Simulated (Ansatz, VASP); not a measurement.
# Two plane-wave programs on Sc

```
CELL_PARAMETERS angstrom
0.00000 2.31045 2.31045
2.31045 0.00000 2.31045
2.31045 2.31045 0.00000
ATOMIC_POSITIONS crystal
Sc 0.00000 0.00000 0.00000
```

Alike in both runs: task single point; functional PBE; k mesh 8 × 8 × 8; occupations gaussian, width 0.05 eV; no spin polarisation.

```csv
,VASP,Ansatz
version,VASP 6.6.1,Ansatz 0.2.0
potentials or method,"VASP PAW PBE potentials, release 64 (Sc_sv)","scalar-relativistic, plane waves, PAW"
plane-wave cutoff (eV),520,600
valence electrons in the cell,11,11
```

|  | VASP | Ansatz | Ansatz less VASP |
| --- | --- | --- | --- |
| gap on the k mesh at the Fermi level (eV) | none | none | - |
| pressure (GPa) | 0.0 | 0.0 | -0.01 |

A gap of «none» marks a metal or a gap that the smearing closes. With one functional, cell and mesh, what is left measures potentials, basis and numerics.
